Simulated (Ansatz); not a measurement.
Level of theory: DFT PBE, scalar-relativistic, plane waves, PAW (Ansatz). Settings: cutoff 420 eV, Γ-centred meshes spaced at most about 0.3 Å⁻¹, and about 0.25 Å⁻¹ or finer for metals (2π included), Gaussian smearing. No spin polarisation.

All energies are static (0 K, no zero-point motion).

Two forms of Zr₃S₂ were relaxed alike.

A.

```yaml
crystal:
  lattice:
    - [-1.77012, 1.77012, 8.66532]
    - [1.77012, -1.77012, 8.66532]
    - [1.77012, 1.77012, -8.66532]
  atoms:
    - { symbol: Zr, position: [0.64362, 0.64362, 0.00000] }
    - { symbol: Zr, position: [0.35638, 0.35638, 0.00000] }
    - { symbol: Zr, position: [0.00000, 0.00000, 0.00000] }
    - { symbol: S, position: [0.75000, 0.25000, 0.50000] }
    - { symbol: S, position: [0.50000, 0.50000, 0.00000] }
```

B.

```yaml
crystal:
  lattice:
    - [1.80686, 1.04319, 8.58541]
    - [-1.80686, 1.04319, 8.58541]
    - [0.00000, -2.08638, 8.58541]
  atoms:
    - { symbol: Zr, position: [0.00000, 0.00000, 0.00000] }
    - { symbol: Zr, position: [0.21560, 0.21560, 0.21560] }
    - { symbol: Zr, position: [0.78440, 0.78440, 0.78440] }
    - { symbol: S, position: [0.39421, 0.39421, 0.39421] }
    - { symbol: S, position: [0.60579, 0.60579, 0.60579] }
```

Question: Which is lower in energy, and by how much?

Answer: B is lower, by 187 meV/atom. A has space group I-4m2 (No. 119), 21.7 Å³/atom and no gap on its mesh; B has the anti-tetradymite type, space group R-3m (No. 166), 19.4 Å³/atom and no gap. Counting S atoms around Zr (those within 1.25 times the shortest such distance or 1.15 times the sum of covalent radii; a slash parts the counts of unlike sites), A has Zr 3/4 and B has Zr 3/6. The denser one is the lower, and pressure would at first widen the difference. In A, Zr on a site of symmetry 2mm is surrounded by 3 S at 2.49–2.56 Å; Zr on a site of symmetry -4m2 has 4 S at 2.50 Å; around S on its first site lie 4 Zr at 2.56 Å; 1 more site not described. In B, Zr on a site of symmetry -3m is surrounded by 6 S at 2.61 Å; Zr on a site of symmetry 3m is surrounded by 3 S at 2.55 Å; around S lie 6 Zr at 2.55–2.61 Å. Both come from invented guesses.

Cells relaxed within their symmetry can be saddle points.
